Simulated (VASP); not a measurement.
# TiO2 (P4_2/mnm) in VASP: notebook

Runs on TiO2. Level: PBE. Tasks: single point.

All numbers are computed with VASP 6.6.1; they aren't measurements. Logs are shortened: lines on timing, memory, paths and dates and some standing lists are left out, and cuts for length are marked.

## (1) The structure

It takes space group P4_2/mnm (No. 136, tetragonal). Conventional cell: a = 4.600 Å, b = 4.600 Å, c = 2.959 Å, α = 90.00°, β = 90.00°, γ = 90.00°. Ti (site symmetry mmm) is surrounded by 6 O at 1.95 to 1.98 Å. Around O (site symmetry m2m) lie 3 Ti at 1.95 to 1.98 Å.

The cell is a database's computed one.

## (2) Single point, PBE

File INCAR:

```
PREC = Accurate
ENCUT = 460
EDIFF = 1E-7
ISMEAR = 0
SIGMA = 0.05
LREAL = Auto
LASPH = True
NELM = 100
ALGO = Normal
ISIF = 2
LWAVE = False
LCHARG = False
GGA = PE
ADDGRID = False
```

File KPOINTS:

```
regular mesh
0
Gamma
  3 3 4
```

File POSCAR:

```
TiO2
1.0
    4.5998373239      0.0000000000      0.0000000000
    0.0000000000      4.5998373239      0.0000000000
    0.0000000000      0.0000000000      2.9592135600
Ti O
2 4
Direct
    0.0000000000      0.0000000000      0.5000000000
    0.5000000000      0.5000000000      0.0000000000
    0.3043213200      0.3043213200      0.5000000000
    0.1956786800      0.8043213200      0.0000000000
    0.8043213200      0.1956786800      0.0000000000
    0.6956786800      0.6956786800      0.5000000000
```

Potentials or basis: VASP PAW PBE potentials, release 64 (Ti_sv, O).

The run is started by

```console
$ cat potpaw_PBE.64/Ti_sv/POTCAR potpaw_PBE.64/O/POTCAR > POTCAR
$ mpirun -np 1 vasp_std > vasp.out
```

OUTCAR:

```text
PREC = Accurate
   ENCUT = 460
   EDIFF = 1E-7
   ISMEAR = 0
   LREAL = Auto
   LASPH = True
   NELM = 100
   ISIF = 2
   GGA = PE

 Found      9 irreducible k-points:

 Following reciprocal coordinates:
            Coordinates               Weight
  0.000000  0.000000  0.000000      1.000000
  0.333333  0.000000  0.000000      4.000000
  0.333333  0.333333  0.000000      4.000000
  0.000000  0.000000  0.250000      2.000000
  0.333333  0.000000  0.250000      8.000000
  0.333333  0.333333  0.250000      8.000000
   k-points           NKPTS =      9   k-points in BZ     NKDIM =      9   number of bands    NBANDS=     28
   number of dos      NEDOS =    301   number of ions     NIONS =      6
   total plane-waves  NPLWV =  24576
   dimension x,y,z NGX =    32 NGY =   32 NGZ =   24
   dimension x,y,z NGXF=    64 NGYF=   64 NGZF=   48
   ions per type =               2   4
   NGX,Y,Z   is equivalent  to a cutoff of  11.57, 11.57, 13.48 a.u.
   NGXF,Y,Z  is equivalent  to a cutoff of  23.13, 23.13, 26.97 a.u.
 SYSTEM =  unknown system
   PREC   = accura    normal or accurate (medium, high low for compatibility)
   ISTART =      0    job   : 0-new  1-cont  2-samecut
   ICHARG =      2    charge: 1-file 2-atom 10-const
   ISPIN  =      1    spin polarized calculation?
   LNONCOLLINEAR =      F non collinear calculations
   LSORBIT =      F    spin-orbit coupling
   LASPH  =      T    aspherical Exc in radial PAW
   ENCUT  =  460.0 eV  33.81 Ry    5.81 a.u.   8.04  8.04  5.18*2*pi/ulx,y,z
   NELM   =    100;   NELMIN=  2; NELMDL= -5     # of ELM steps
   EDIFF  = 0.1E-06   stopping-criterion for ELM
   LREAL  =      T    real-space projection
   EDIFFG = 0.1E-05   stopping-criterion for IOM
   NSW    =      0    number of steps for IOM
   IBRION =     -1    ionic relax: 0-MD 1-quasi-New 2-CG
   NFREE  =      0    steps in history (QN), initial steepest desc. (CG)
   ISIF   =      2    stress and relaxation
   ISYM   =      2    0-nonsym 1-usesym 2-fastsym
   POTIM  = 0.5000    time-step for ionic-motion
   TEBEG  =    0.0;   TEEND  =   0.0 temperature during run
   PSTRESS=    0.0 pullay stress
   NELECT =      48.0000    total number of electrons
   NUPDOWN=      -1.0000    fix difference up-down
   EMIN   =  10.00;   EMAX   =-10.00  energy-range for DOS
   EFERMI =   0.00;   METHOD = LEGACY
   ISMEAR =     0;   SIGMA  =   0.05  broadening in eV -4-tet -1-fermi 0-gaus
   EFERMI_NEDOS =   21; number of points for ismear=-14 and -15
   IALGO  =     38    algorithm
   IMIX   =      4    mixing-type and parameters
     AMIX     =   0.40;   BMIX     =  1.00
     AMIX_MAG =   1.60;   BMIX_MAG =  1.00
  volume/ion in A,a.u.               =      10.44        70.42
  Fermi-wavevector in a.u.,A,eV,Ry     =   1.498309  2.831394 30.544140  2.244931
  Thomas-Fermi vector in A             =   2.610085
   LORBIT       =      0    0 simple, 1 ext, 2 COOP (PROOUT), +10 PAW based schemes
   GGA     = PE    functional components
   LHFCALC =     F    Hartree Fock is set to
   AEXX    =    0.0000 exact exchange contribution
   IVDW    =     0    specifies the selected vdW correction
   LEPSILON=     F    determine dielectric tensor
   LRPA    =     F    only Hartree local field effects (RPA)
 non-spin polarized calculation
 Gauss-broadening in eV      SIGMA  =   0.05
  energy-cutoff  :      460.00
  volume of cell :       62.61
 maximum number of plane-waves:      1415
   NGX = 17   NGY = 17   NGZ = 11

 number of electron      47.9999990 magnetization

 Free energy of the ion-electron system (eV)
  ---------------------------------------------------
  ext. energy  EPLUGINS =         0.00000000
  ---------------------------------------------------
  free energy    TOTEN  =       -53.64888052 eV

  energy without entropy =      -53.64888052  energy(sigma->0) =      -53.64888052

 E-fermi :   5.1133     XC(G=0): -11.3974

 val. band max:        4.8304210994   @ k =   0.0000   0.0000   0.0000
 cond. band min:       6.6631107022   @ k =   0.0000   0.0000   0.0000
 fundamental gap:      1.8326896028
 Fermi energy:         5.1133466163

 k-point     1 :       0.0000    0.0000    0.0000
  band No.  band energies     occupation
      1     -52.1168      2.00000
      2     -52.1000      2.00000
      3     -28.4235      2.00000
      4     -28.4235      2.00000
      5     -28.2598      2.00000
      6     -28.2598      2.00000
[... 20 lines left out ...]
     27       7.1968      0.00000
     28       7.2959      0.00000

 k-point     2 :       0.3333    0.0000    0.0000
  band No.  band energies     occupation
      1     -52.1125      2.00000
      2     -52.1041      2.00000
      3     -28.3919      2.00000
      4     -28.3898      2.00000
      5     -28.2966      2.00000
      6     -28.2944      2.00000
[... 20 lines left out ...]
     27       7.6524      0.00000
     28       7.7270      0.00000

 k-point     3 :       0.3333    0.3333    0.0000
  band No.  band energies     occupation
      1     -52.1104      2.00000
      2     -52.1062      2.00000
      3     -28.4326      2.00000
      4     -28.3982      2.00000
      5     -28.2899      2.00000
      6     -28.2542      2.00000
[... 20 lines left out ...]
     27       7.3122      0.00000
     28       7.6964      0.00000

 k-point     4 :       0.0000    0.0000    0.2500
  band No.  band energies     occupation
      1     -52.0944      2.00000
      2     -52.0825      2.00000
      3     -28.4373      2.00000
      4     -28.4161      2.00000
      5     -28.3632      2.00000
      6     -28.3632      2.00000
[... 20 lines left out ...]
     27       7.6223      0.00000
     28       7.9265      0.00000

 k-point     5 :       0.3333    0.0000    0.2500
  band No.  band energies     occupation
      1     -52.0914      2.00000
      2     -52.0855      2.00000
      3     -28.4459      2.00000
      4     -28.4331      2.00000
      5     -28.3359      2.00000
      6     -28.3289      2.00000
[... 20 lines left out ...]
     27       7.8334      0.00000
     28       7.8715      0.00000

 k-point     6 :       0.3333    0.3333    0.2500
  band No.  band energies     occupation
      1     -52.0899      2.00000
      2     -52.0869      2.00000
      3     -28.4383      2.00000
      4     -28.4282      2.00000
      5     -28.3702      2.00000
      6     -28.3368      2.00000
[... 20 lines left out ...]
     27       7.7160      0.00000
     28       7.9324      0.00000

 [... further k-points ...]

------------------------ aborting loop because EDIFF is reached ----------------------------------------

  FORCE on cell =-STRESS in cart. coord.  units (eV):
  Direction    XX          YY          ZZ          XY          YZ          ZX
  --------------------------------------------------------------------------------------
  -------------------------------------------------------------------------------------
  Total        1.5231262      1.5231262      1.5311552      0.0000000      0.0000000      0.0000000
  in kB       38.9749188     38.9749188     39.1803708      0.0000000      0.0000000      0.0000000
  external PRESSURE =      39.0434028 kB  Pullay stress =       0.0000000 kB

 VOLUME and BASIS-vectors are now :
 -----------------------------------------------------------------------------
  energy-cutoff  :      460.00
  volume of cell :       62.61
      direct lattice vectors                 reciprocal lattice vectors
     4.599837324  0.000000000  0.000000000     0.217398993  0.000000000  0.000000000
     0.000000000  4.599837324  0.000000000     0.000000000  0.217398993  0.000000000
     0.000000000  0.000000000  2.959213560     0.000000000  0.000000000  0.337927622

 POSITION                                       TOTAL-FORCE (eV/Angst)
 -----------------------------------------------------------------------------------
      0.00000      0.00000      1.47961         0.000000      0.000000      0.000000
      2.29992      2.29992      0.00000         0.000000      0.000000      0.000000
      1.39983      1.39983      1.47961        -0.017248     -0.017248     -0.000000
      0.90009      3.69975      0.00000         0.017248     -0.017248     -0.000000
      3.69975      0.90009      0.00000        -0.017248      0.017248      0.000000
      3.20001      3.20001      1.47961         0.017248      0.017248      0.000000
 -----------------------------------------------------------------------------------
    total drift:                               -0.000000     -0.000000     -0.000000

  FREE ENERGIE OF THE ION-ELECTRON SYSTEM (eV)
  ---------------------------------------------------
  free  energy   TOTEN  =       -53.6488805226 eV

  energy  without entropy=      -53.6488805226  energy(sigma->0) =      -53.64888052
```

stdout:

```text
POSCAR found type information on POSCAR TiO
 POSCAR found :  2 types and       6 ions
 scaLAPACK will be used
 -----------------------------------------------------------------------------
|                                                                             |
|                                                                             |
|     You have a (more or less) 'small supercell' and for smaller cells       |
|     it is recommended to use the reciprocal-space projection scheme!        |
|     The real-space optimization is not efficient for small cells and it     |
|     is also less accurate ...                                               |
|     Therefore, set LREAL=.FALSE. in the INCAR file.                         |
|                                                                             |
 -----------------------------------------------------------------------------

 LDA part: xc-table for (Slater+PW92), standard interpolation
 POSCAR, INCAR and KPOINTS ok, starting setup
 FFT: planning ... GRIDC
 FFT: planning ... GRID_SOFT
 FFT: planning ... GRID
 WAVECAR not read
 entering main loop
```

It took 26 s on 1 thread of AMD EPYC 7R13 (Zen 3), shared host; peak memory 0.13 GiB.

These settings aren't checked as converged: the numbers below hold their error.

Results:

- Free energy: -53.6489 eV
- Pressure: 3.9 GPa
- Largest force: 0.024 eV/Å
- Band gap on the k mesh: 1.83 eV, direct

Caveat: the k mesh is coarse (spacing up to 0.53 Å⁻¹), so the values aren't converged; the cutoff is under 1.25 times the usual one of these potentials, so pressure, stress and relaxed cells hold a basis-set (Pulay) error; an odd mesh through Γ misses points on the zone boundary, where band edges often lie.

## (3) Single point, PBE

INCAR, as its differences from that of step 2:

```diff
@@ -2,6 +2,6 @@
 ENCUT = 460
-EDIFF = 1E-7
+EDIFF = 0.001
 ISMEAR = 0
 SIGMA = 0.05
-LREAL = Auto
+LREAL = False
 LASPH = True
```

KPOINTS is that of step 2.

POSCAR is that of step 2.

Potentials or basis: VASP PAW PBE potentials, release 64 (Ti_sv, O).

The run is started by

```console
$ cat potpaw_PBE.64/Ti_sv/POTCAR potpaw_PBE.64/O/POTCAR > POTCAR
$ mpirun -np 1 vasp_std > vasp.out
```

Wall time 12 s (1 thread of AMD EPYC 7R13 (Zen 3), shared host); peak memory 0.13 GiB.

These settings aren't checked as converged: the numbers below hold their error.

What came out:

```yaml
Free_energy: -53.6495 eV
Pressure: 3.0 GPa
Largest_force: 0.028 eV/Å
Band_gap_on_the_k_mesh: 1.82 eV, direct
```

Caveat: the k mesh is coarse (spacing up to 0.53 Å⁻¹), so the values aren't converged; the cutoff is under 1.25 times the usual one of these potentials, so pressure, stress and relaxed cells hold a basis-set (Pulay) error; an odd mesh through Γ misses points on the zone boundary, where band edges often lie.

## (4) Single point, PBE

INCAR, as its differences from that of step 3:

```diff
@@ -2,3 +2,3 @@
 ENCUT = 460
-EDIFF = 0.001
+EDIFF = 1E-5
 ISMEAR = 0
```

KPOINTS is that of step 3.

POSCAR is that of step 3.

The run is started by

```console
$ cat potpaw_PBE.64/Ti_sv/POTCAR potpaw_PBE.64/O/POTCAR > POTCAR
$ mpirun -np 1 vasp_std > vasp.out
```

Run time: 13 s. Hardware: 1 thread of AMD EPYC 7R13 (Zen 3), shared host; peak memory 0.13 GiB.

The run converged, but some of its settings lie outside the range that counts as converged, so its numbers aren't taken as properties of the crystal.

Results:

- Free energy: -53.6494 eV
- Pressure: 3.8 GPa
- Largest force: 0.025 eV/Å
- Band gap on the k mesh: 1.83 eV, direct

Caveat: the k mesh is coarse (spacing up to 0.53 Å⁻¹), so the values aren't converged; the cutoff is under 1.25 times the usual one of these potentials, so pressure, stress and relaxed cells hold a basis-set (Pulay) error; an odd mesh through Γ misses points on the zone boundary, where band edges often lie.

(Part 1 of 2 ends here.)
